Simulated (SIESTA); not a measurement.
Runs of SIESTA 5.4.2 on Pd. The structure is cubic, space group Fm-3m (No. 225). The conventional cell has a = 3.893 Å, b = 3.893 Å, c = 3.893 Å, α = 90.00°, β = 90.00°, γ = 90.00°. Pd (site symmetry m-3m) has 12 Pd at 2.75 Å as nearest neighbours. 

```tsv
level	potentials or basis	gap on the mesh (eV)	pressure (GPa)
BLYP	PseudoDojo 0.4 standard (PBE files), DZP (energy shift 0.003 Ry; two zetas on semicore shells)	none	18.9
RPBE	PseudoDojo 0.4 standard (PBE files), DZP (energy shift 0.003 Ry; two zetas on semicore shells)	none	(b)
LDA	PseudoDojo 0.4 standard (LDA files), DZP (energy shift 0.003 Ry; two zetas on semicore shells)	none	-7.7
PW91	PseudoDojo 0.4 standard (PBE files), DZP (energy shift 0.003 Ry; two zetas on semicore shells)	none	(a)
revPBE	PseudoDojo 0.4 standard (PBE files), DZP (energy shift 0.003 Ry; two zetas on semicore shells)	none	10.9
```

Alike in all rows: task single point; no spin polarisation; cell as given; k mesh 12 × 12 × 12; smearing fermi-dirac 0.05 eV; grid cutoff 800 Ry; energy shift 0.003 Ry.

Question: Estimate the missing entries.

Answer: (a) 7.5; (b) 12.2.

Caveats: the basis of atomic orbitals isn't converged, which shifts pressures, moduli and gaps; the potentials were made for another functional, which shifts forces and pressure (some runs).

A k mesh can miss the band edges, and the runs leave out spin-orbit coupling on Pd.

A gap of «none» marks a metal or a gap under the smearing width.
